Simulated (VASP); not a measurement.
A run of VASP 6.6.1 is set up as follows.

Contents of INCAR:

```
PREC = Accurate
ENCUT = 600
EDIFF = 1E-7
ISMEAR = 0
SIGMA = 0.1
LREAL = F
LASPH = T
NELM = 100
ALGO = Normal
ISIF = 3
LWAVE = F
LCHARG = F
GGA = PE
IBRION = 2
NSW = 90
EDIFFG = -0.005
```

Contents of KPOINTS:

```
regular mesh
0
Gamma
  18 18 18
```

POSCAR

```
Al
1.0
   -1.6070005800      1.6070005800      1.6070005800
    1.6070005800     -1.6070005800      1.6070005800
    1.6070005800      1.6070005800     -1.6070005800
Al
1
Direct
    0.0000000000      0.0000000000      0.0000000000
```

Potentials or basis: VASP PAW PBE potentials, release 64 (Al).

Command:

```sh
$ cat potpaw_PBE.64/Al/POTCAR > POTCAR
$ mpirun -np 1 vasp_std > vasp.out
```

(1) Predict the relaxed cell.

(2) What does it give for the band gap on the k mesh?

(3) Estimate the relaxed volume.

## Answers

(1) a = 2.802 Å, b = 2.802 Å, c = 2.802 Å, α = 109.47°, β = 109.47°, γ = 109.47°.

(2) none (metal or under the smearing width).

(3) 16.93 Å³/atom.
